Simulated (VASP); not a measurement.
# MgS (P6_3mc) in VASP: a series of runs

One crystal, MgS, is run at these levels: PBEsol; tasks: single point.

All numbers are computed with VASP 6.6.1; they aren't measurements. Logs are shortened: lines on timing, memory, paths and dates and some standing lists are left out, and cuts for length are marked.

## (1) The structure

Symmetry: P6_3mc, No. 186, hexagonal system. The conventional cell has a = 4.035 Å, b = 4.035 Å, c = 6.432 Å, α = 90.00°, β = 90.00°, γ = 120.00°. Mg (site symmetry 3m) has 4 S at 2.45 to 2.47 Å as nearest neighbours. S (site symmetry 3m) has 4 Mg at 2.45 to 2.47 Å as nearest neighbours.

The cell comes from a database or a generator and needn't be the stable form of this composition.

## (2) Single point, PBEsol

INCAR

```
SYSTEM = MgS
PREC = Accurate ; ENCUT = 520
EDIFF = 1E-6 ; ISMEAR = 0
SIGMA = 0.05 ; LREAL = .FALSE.
LASPH = .TRUE. ; NELM = 100
ALGO = Normal ; ISIF = 2
LWAVE = .FALSE. ; LCHARG = .FALSE.
GGA = PS ; NBANDS = 16
```

KPOINTS

```
regular mesh
0
G
  6 6 4
  0 0 0
```

POSCAR

```
MgS
1.0
    4.0346224068      0.0000000000      0.0000000000
   -2.0173112034      3.4940854990      0.0000000000
    0.0000000000      0.0000000000      6.4322941800
Mg S
2 2
Direct
    0.6666666667      0.3333333333      0.4957548500
    0.3333333333      0.6666666667      0.9957548500
    0.3333333333      0.6666666667      0.3792441500
    0.6666666667      0.3333333333      0.8792441500
```

Potentials or basis: VASP PAW PBE potentials, release 64 (Mg, S).

Started as:

```bash
> cat potpaw_PBE.64/Mg/POTCAR potpaw_PBE.64/S/POTCAR > POTCAR
> mpirun -np 1 vasp_std > vasp.out
```

OUTCAR:

```text
SYSTEM = MgS
   PREC = Accurate
   ENCUT = 520
   EDIFF = 1E-6
   ISMEAR = 0
   LREAL = .FALSE.
   LASPH = .TRUE.
   NELM = 100
   ISIF = 2
   GGA = PS

 ion  position               nearest neighbor table
   1  0.667  0.333  0.496-   3 2.45   3 2.45   3 2.45   4 2.47
   2  0.333  0.667  0.996-   4 2.45   4 2.45   4 2.45   3 2.47
   3  0.333  0.667  0.379-   1 2.45   1 2.45   1 2.45   2 2.47
   4  0.667  0.333  0.879-   2 2.45   2 2.45   2 2.45   1 2.47

  LATTYP: Found a hexagonal cell.
 ALAT       =     4.0346224068
 C/A-ratio  =     1.5942741430

  Lattice vectors:

 A1 = (   4.0346224068,   0.0000000000,   0.0000000000)
 A2 = (  -2.0173112034,   3.4940854990,   0.0000000000)
 A3 = (   0.0000000000,   0.0000000000,   6.4322941800)

Analysis of symmetry for initial positions (statically):
=====================================================================
 Subroutine PRICEL returns:
 Original cell was already a primitive cell.

 Routine SETGRP: Setting up the symmetry group for a
 hexagonal supercell.

 Subroutine GETGRP returns: Found 12 space group operations
 (whereof  6 operations were pure point group operations)
 out of a pool of 24 trial point group operations.

The static configuration has the point symmetry C_3v.
 The point group associated with its full space group is C_6v.

Analysis of symmetry for dynamics (positions and initial velocities):
=====================================================================
 Subroutine PRICEL returns:
 Original cell was already a primitive cell.

 Routine SETGRP: Setting up the symmetry group for a
 hexagonal supercell.

 Subroutine GETGRP returns: Found 12 space group operations
 (whereof  6 operations were pure point group operations)
 out of a pool of 24 trial point group operations.

The dynamic configuration has the point symmetry C_3v.
 The point group associated with its full space group is C_6v.

 Subroutine INISYM returns: Found 12 space group operations
 (whereof  6 operations are pure point group operations),
 and found     1 'primitive' translations

----------------------------------------------------------------------------------------

                                     Primitive cell

  volume of cell :      90.6781

  direct lattice vectors                    reciprocal lattice vectors
     4.034622407  0.000000000  0.000000000     0.247854669  0.143098960  0.000000000
    -2.017311203  3.494085499  0.000000000     0.000000000  0.286197919  0.000000000
[... 89 lines left out ...]
   IBRION =     -1    ionic relax: 0-MD 1-quasi-New 2-CG
   NFREE  =      0    steps in history (QN), initial steepest desc. (CG)
   ISIF   =      2    stress and relaxation
   ISYM   =      2    0-nonsym 1-usesym 2-fastsym
   POTIM  = 0.5000    time-step for ionic-motion
   TEBEG  =    0.0;   TEEND  =   0.0 temperature during run
   PSTRESS=    0.0 pullay stress
   NELECT =      16.0000    total number of electrons
   NUPDOWN=      -1.0000    fix difference up-down
   EMIN   =  10.00;   EMAX   =-10.00  energy-range for DOS
   EFERMI =   0.00;   METHOD = LEGACY
   ISMEAR =     0;   SIGMA  =   0.05  broadening in eV -4-tet -1-fermi 0-gaus
   EFERMI_NEDOS =   21; number of points for ismear=-14 and -15
   IALGO  =     38    algorithm
   IMIX   =      4    mixing-type and parameters
     AMIX     =   0.40;   BMIX     =  1.00
     AMIX_MAG =   1.60;   BMIX_MAG =  1.00
  volume/ion in A,a.u.               =      22.67       152.98
  Fermi-wavevector in a.u.,A,eV,Ry     =   0.918221  1.735187 11.471486  0.843130
  Thomas-Fermi vector in A             =   2.043279
   LORBIT       =      0    0 simple, 1 ext, 2 COOP (PROOUT), +10 PAW based schemes
   GGA     = PS    functional components
   LHFCALC =     F    Hartree Fock is set to
   AEXX    =    0.0000 exact exchange contribution
   IVDW    =     0    specifies the selected vdW correction
   LEPSILON=     F    determine dielectric tensor
   LRPA    =     F    only Hartree local field effects (RPA)
 non-spin polarized calculation
 Gauss-broadening in eV      SIGMA  =   0.05
  energy-cutoff  :      520.00
  volume of cell :       90.68
 maximum number of plane-waves:      2466
 NGX is ok and might be reduce to    30
   NGX = 15   NGY = 15   NGZ = 23

 number of electron      16.0000004 magnetization

 Free energy of the ion-electron system (eV)
  ---------------------------------------------------
  ext. energy  EPLUGINS =         0.00000000
  ---------------------------------------------------
  free energy    TOTEN  =       -17.87112183 eV

  energy without entropy =      -17.87112183  energy(sigma->0) =      -17.87112183

 E-fermi :   1.3855     XC(G=0):  -8.5700

 val. band max:        1.1375821737   @ k =   0.0000   0.0000   0.0000
 cond. band min:       4.4070393828   @ k =   0.0000   0.0000   0.0000
 fundamental gap:      3.2694572091
 Fermi energy:         1.3854658513

 k-point     1 :       0.0000    0.0000    0.0000
  band No.  band energies     occupation
      1     -10.2762      2.00000
      2      -9.5334      2.00000
      3      -2.1401      2.00000
      4       0.5502      2.00000
      5       0.5502      2.00000
      6       0.9747      2.00000
[... 376 lines left out ...]
      3      -1.7059      2.00000
      4      -1.7059      2.00000
      5      -0.9060      2.00000
      6      -0.9060      2.00000
[... 8 lines left out ...]
     15      10.3238      0.00000
     16      10.3238      0.00000

------------------------ aborting loop because EDIFF is reached ----------------------------------------

  FORCE on cell =-STRESS in cart. coord.  units (eV):
  Direction    XX          YY          ZZ          XY          YZ          ZX
  --------------------------------------------------------------------------------------
  -------------------------------------------------------------------------------------
  Total       -0.1656037     -0.1656037     -0.3548730      0.0000000     -0.0000000      0.0000000
  in kB       -2.9260271     -2.9260271     -6.2701969      0.0000000     -0.0000000      0.0000000
  external PRESSURE =      -4.0407503 kB  Pullay stress =       0.0000000 kB

 VOLUME and BASIS-vectors are now :
 -----------------------------------------------------------------------------
  energy-cutoff  :      520.00
  volume of cell :       90.68
      direct lattice vectors                 reciprocal lattice vectors
     4.034622407  0.000000000  0.000000000     0.247854669  0.143098960  0.000000000
    -2.017311203  3.494085499  0.000000000     0.000000000  0.286197919  0.000000000
     0.000000000  0.000000000  6.432294180     0.000000000  0.000000000  0.155465526

 POSITION                                       TOTAL-FORCE (eV/Angst)
 -----------------------------------------------------------------------------------
      2.01731      1.16470      3.18884        -0.000000     -0.000000      0.044880
     -0.00000      2.32939      6.40499        -0.000000     -0.000000      0.044880
     -0.00000      2.32939      2.43941         0.000000     -0.000000     -0.044880
      2.01731      1.16470      5.65556        -0.000000      0.000000     -0.044880
 -----------------------------------------------------------------------------------
    total drift:                               -0.000000      0.000000     -0.000031

  FREE ENERGIE OF THE ION-ELECTRON SYSTEM (eV)
  ---------------------------------------------------
  free  energy   TOTEN  =       -17.8711218318 eV

  energy  without entropy=      -17.8711218318  energy(sigma->0) =      -17.87112183
```

OSZICAR:

```text
N       E                     dE             d eps       ncg     rms          rms(c)
DAV:   1     0.585233431330E+02    0.58523E+02   -0.59306E+03   672   0.803E+02
DAV:   2    -0.132096217115E+02   -0.71733E+02   -0.65297E+02   952   0.135E+02
DAV:   3    -0.187558845460E+02   -0.55463E+01   -0.55247E+01   912   0.410E+01
DAV:   4    -0.188204830072E+02   -0.64598E-01   -0.64591E-01   816   0.547E+00
DAV:   5    -0.188216688494E+02   -0.11858E-02   -0.11857E-02   912   0.746E-01    0.529E+00
DAV:   6    -0.179415157159E+02    0.88015E+00   -0.13091E+00   712   0.526E+00    0.387E+00
DAV:   7    -0.178666443777E+02    0.74871E-01   -0.32273E-01   816   0.264E+00    0.278E+00
DAV:   8    -0.178732503557E+02   -0.66060E-02   -0.29475E-02   704   0.111E+00    0.172E+00
DAV:   9    -0.178708865839E+02    0.23638E-02   -0.39599E-03   808   0.404E-01    0.407E-01
DAV:  10    -0.178710991486E+02   -0.21256E-03   -0.10743E-03   840   0.149E-01    0.382E-02
DAV:  11    -0.178711217778E+02   -0.22629E-04   -0.53258E-05   840   0.394E-02    0.611E-02
DAV:  12    -0.178711218318E+02   -0.54006E-07   -0.63334E-06   832   0.130E-02
   1 F= -.17871122E+02 E0= -.17871122E+02  d E =-.414681E-14
```

It took 16 s on 1 thread of Intel Xeon 6975P-C (Granite Rapids), shared host; peak memory 0.19 GiB.

What came out:

```yaml
Free_energy: -17.8711 eV
Pressure: -0.4 GPa
Largest_force: 0.045 eV/Å
Band_gap_on_the_k_mesh: 3.27 eV, direct
```

Forces in eV/Å, atoms in the order of the input:
```
Mg   0.000  0.000  0.045
Mg   0.000  0.000  0.045
S    0.000  0.000 -0.045
S    0.000  0.000 -0.045
```

Levels at points of the mesh, in eV from the valence-band top:
| k point | band 5 | band 6 | band 7 | band 8 | band 9 | band 10 | band 11 | band 12 |
| --- | --- | --- | --- | --- | --- | --- | --- | --- |
| (0.00, 0.00, 0.00) | -0.59 | -0.16 | -0.16 | 0.00 | 3.27 | 4.56 | 7.38 | 7.38 |
| (0.50, 0.00, 0.00) | -1.92 | -1.27 | -0.96 | -0.48 | 4.58 | 5.05 | 5.68 | 7.39 |
| (0.00, 0.00, 0.50) | -0.38 | -0.38 | -0.38 | -0.38 | 4.77 | 4.77 | 7.49 | 7.49 |
| (0.50, 0.00, 0.50) | -0.91 | -0.91 | -0.82 | -0.82 | 4.49 | 4.49 | 6.18 | 6.18 |

Caveat: the PAW data sets were made with another functional, which shifts forces and pressure a little. Expect the measured gap to be larger: semilocal functionals such as PBEsol lack the derivative discontinuity.

## (3) Single point, PBEsol

INCAR

```
  ALGO = Normal
  EDIFF = 1E-6
  ENCUT = 520
  GGA = PS
  ISIF = 2
  ISMEAR = 0
  LASPH = True
  LCHARG = True
  LELF = True
  LREAL = False
  LVHAR = True
  LWAVE = False
  NBANDS = 16
  NELM = 100
  PREC = Accurate
  SIGMA = 0.05
```

KPOINTS

```
k-points
0
Gamma
  9 9 4
```

POSCAR is that of step 2.

Potentials or basis: VASP PAW PBE potentials, release 64 (Mg, S).

Started as:

```bash
> cat potpaw_PBE.64/Mg/POTCAR potpaw_PBE.64/S/POTCAR > POTCAR
> mpirun -np 1 vasp_std > vasp.out
```

OUTCAR:

```text
EDIFF = 1E-6
   ENCUT = 520
   GGA = PS
   ISIF = 2
   ISMEAR = 0
   LASPH = True
   LREAL = False
   NELM = 100
   PREC = Accurate

 ion  position               nearest neighbor table
   1  0.667  0.333  0.496-   3 2.45   3 2.45   3 2.45   4 2.47
   2  0.333  0.667  0.996-   4 2.45   4 2.45   4 2.45   3 2.47
   3  0.333  0.667  0.379-   1 2.45   1 2.45   1 2.45   2 2.47
   4  0.667  0.333  0.879-   2 2.45   2 2.45   2 2.45   1 2.47

  LATTYP: Found a hexagonal cell.
 ALAT       =     4.0346224068
 C/A-ratio  =     1.5942741430

  Lattice vectors:

 A1 = (   4.0346224068,   0.0000000000,   0.0000000000)
 A2 = (  -2.0173112034,   3.4940854990,   0.0000000000)
 A3 = (   0.0000000000,   0.0000000000,   6.4322941800)

Analysis of symmetry for initial positions (statically):
=====================================================================
 Subroutine PRICEL returns:
 Original cell was already a primitive cell.

 Routine SETGRP: Setting up the symmetry group for a
 hexagonal supercell.

 Subroutine GETGRP returns: Found 12 space group operations
 (whereof  6 operations were pure point group operations)
[... 175 lines left out ...]
 cond. band min:       4.4068468602   @ k =   0.0000   0.0000   0.0000
 fundamental gap:      3.2695624577
 Fermi energy:         1.3562494139

 k-point     1 :       0.0000    0.0000    0.0000
  band No.  band energies     occupation
      1     -10.2766      2.00000
      2      -9.5338      2.00000
      3      -2.1403      2.00000
      4       0.5499      2.00000
      5       0.5499      2.00000
      6       0.9744      2.00000
[... 433 lines left out ...]
      3      -1.5044      2.00000
      4      -1.5044      2.00000
      5      -1.2642      2.00000
      6      -0.4685      2.00000
[... 8 lines left out ...]
     15      10.2997      0.00000
     16      11.5676      0.00000

 [... further k-points ...]

------------------------ aborting loop because EDIFF is reached ----------------------------------------

  FORCE on cell =-STRESS in cart. coord.  units (eV):
  Direction    XX          YY          ZZ          XY          YZ          ZX
  --------------------------------------------------------------------------------------
  -------------------------------------------------------------------------------------
  Total       -0.1678284     -0.1678284     -0.3532979      0.0000000      0.0000000     -0.0000000
  in kB       -2.9653340     -2.9653340     -6.2423680      0.0000000      0.0000000     -0.0000000
  external PRESSURE =      -4.0576787 kB  Pullay stress =       0.0000000 kB

 VOLUME and BASIS-vectors are now :
 -----------------------------------------------------------------------------
  energy-cutoff  :      520.00
  volume of cell :       90.68
      direct lattice vectors                 reciprocal lattice vectors
     4.034622407  0.000000000  0.000000000     0.247854669  0.143098960  0.000000000
    -2.017311203  3.494085499  0.000000000     0.000000000  0.286197919  0.000000000
     0.000000000  0.000000000  6.432294180     0.000000000  0.000000000  0.155465526

 POSITION                                       TOTAL-FORCE (eV/Angst)
 -----------------------------------------------------------------------------------
      2.01731      1.16470      3.18884         0.000000      0.000000      0.045048
     -0.00000      2.32939      6.40499         0.000000      0.000000      0.045048
     -0.00000      2.32939      2.43941        -0.000000     -0.000000     -0.045048
      2.01731      1.16470      5.65556        -0.000000      0.000000     -0.045048
 -----------------------------------------------------------------------------------
    total drift:                               -0.000000      0.000000     -0.000030

  FREE ENERGIE OF THE ION-ELECTRON SYSTEM (eV)
  ---------------------------------------------------
  free  energy   TOTEN  =       -17.8716167979 eV

  energy  without entropy=      -17.8716167979  energy(sigma->0) =      -17.87161680
```

stdout:

```text
POSCAR found type information on POSCAR MgS
 POSCAR found :  2 types and       4 ions
 scaLAPACK will be used
 -----------------------------------------------------------------------------
|                                                                             |
|                                                                             |
|     You enforced a specific xc type in the INCAR file but a different       |
|     I HOPE YOU KNOW WHAT YOU ARE DOING!                                     |
|                                                                             |
 -----------------------------------------------------------------------------

 LDA part: xc-table for (Slater+PW92), standard interpolation
 POSCAR, INCAR and KPOINTS ok, starting setup
 FFT: planning ... GRIDC
 FFT: planning ... GRID_SOFT
 FFT: planning ... GRID
 WAVECAR not read
 entering main loop
```

Run time: 25 s. Hardware: 1 thread of Intel Xeon 6975P-C (Granite Rapids), shared host; peak memory 0.21 GiB.

Results:

```yaml
Free_energy: -17.8716 eV
Pressure: -0.4 GPa
Largest_force: 0.045 eV/Å
Band_gap_on_the_k_mesh: 3.27 eV, direct
```

Forces in eV/Å, atoms in the order of the input:
```
Mg   0.000  0.000  0.045
Mg   0.000  0.000  0.045
S    0.000  0.000 -0.045
S    0.000  0.000 -0.045
```

Stress tensor (GPa, compression positive):
```
-0.30  0.00  0.00
 0.00 -0.30  0.00
 0.00  0.00 -0.62
```

Levels at points of the mesh, in eV from the valence-band top:
```
           k point  band 4  band 5  band 6  band 7  band 8  band 9  band 10  band 11  band 12  band 13
(0.00, 0.00, 0.00)   -0.59   -0.59   -0.16   -0.16    0.00    3.27     4.56     7.38     7.38     8.14
(0.00, 0.00, 0.50)   -1.95   -0.38   -0.38   -0.38   -0.38    4.77     4.77     7.49     7.49     7.53
```

Caveat: the PAW data sets were made with another functional, which shifts forces and pressure a little.
